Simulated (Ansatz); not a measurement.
# Nuclear-site quantities of I as the cell is scaled

```yaml
crystal:
  lattice:
    - [0.00000, 2.60059, 2.60059]
    - [2.60059, 0.00000, 2.60059]
    - [2.60059, 2.60059, 0.00000]
  atoms:
    - { symbol: I, position: [0.00000, 0.00000, 0.00000] }
```

The cell was built from the fcc type and relaxed in the same program, and has space group Fm-3m; it needn't be a known or the stable phase.

Spin–orbit coupling is left out, though it moves levels of the heavy atoms by tenths of an eV or more.

Method: DFT, PBE, all-electron PAW with datasets made for the crystal, scalar-relativistic (Ansatz 0.2.0).

Numerical set-up: a Γ-centred 14×14×14 k mesh, Fermi–Dirac smearing of 0.08 eV, cutoff 160 eV (chosen by the program for this cell), no spin polarisation.

The contact density is the mean electron density over the nuclear volume; its changes set Mössbauer isomer shifts. Changes below are taken from the unscaled cell, where it is 1.60378e+06 e/Å³ at I.

| V/V(cell) | P (GPa) | Δρ(0) I (e/Å³) |
| --- | --- | --- |
| 0.9405 | 1.7 | 1.66 |
| 1.0000 | 0.0 | 0.00 |
| 1.0600 | -1.1 | ? |

(1) Fill in "Δρ(0) I (e/Å³)" for the row "1.0600".

The datasets are made afresh for each cell, so very small changes are uncertain. Scalar relativity leaves out the p1/2 density at heavy nuclei.

## Answers

(1) -1.72.
